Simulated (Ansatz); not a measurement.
Two G0W0 runs on SnS2/SnS2 (1T multilayer).

The cell holds 6 atoms: 2 Sn and 4 S. Cell: a = 3.669 Å, b = 3.669 Å, c = 40.700 Å, α = 90.0°, β = 90.0°, γ = 120.0°. Regions: layer 1 (SnS2), 3 atoms (1 Sn and 2 S); layer 2 (SnS2), 3 atoms (1 Sn and 2 S). Vacuum lies along c.

```xyz
6
Lattice="3.6694 0.0000 0.0000 -1.8347 3.1778 0.0000 0.0000 0.0000 40.7000" Properties=species:S:1:pos:R:3
Sn    0.0000    0.0000   17.4479
S     0.0000    2.1186   18.9268
S     1.8347    1.0593   15.9667
Sn    0.0000    0.0000   23.2521
S     0.0000    2.1186   24.7333
S     1.8347    1.0593   21.7732
```

The structure was relaxed with PBE-D3(BJ). The runs that relaxed it are not among those shown.

The first (Ansatz 0.2.0; start PBE, 6×6×1 mesh, 631 empty bands, screening to 70 eV, PAW set soft_1 files; 1 × NVIDIA H100 80GB HBM3 (shared by 6 runs) with 3 threads of AMD EPYC 7R13 (Zen 3), shared host) gave, on its mesh: starting gap 1.52 eV, G0W0 gap 2.53 eV, mean of 1 + 4πα/V (set by the cell height) 2.53, 62 s.

The second gave: starting gap 1.52 eV, G0W0 gap 2.54 eV, mean of 1 + 4πα/V (set by the cell height) 2.55, 39 s.

Q: What was changed in the input? Choose among start, files, mesh, bands and cutoff, frequency model or another key.

Changed: empty bands from 631 to 252 and screening cutoff (eV) from 70.0 to 38. The starting gap stayed, which rules out the functional and points to the GW step. Other changes could give like numbers; this is the one that was made.

Limits: not at the basis limit; coarse mesh for a sheet; no spin-orbit coupling.

[Paths, hosts, dates, memory and timing lines, banners, echoed tables and standing remarks are left out of the program output.]

[Logs are printed without paths, hosts, clocks, repeated set-up lines and the standing remarks that a program may print on its own settings, such as how far it seeks lower states.]

[Runs of the session that timed out or met a known fault of the program may be left out.]

[Cells called generated may have been cut or substituted from an entry of the Crystallography Open Database or the Materials Project.]

[Hosts, paths, dates, database ids (printed as entryN), source tags and the programs' standing remarks are cut or masked in the printed files.]
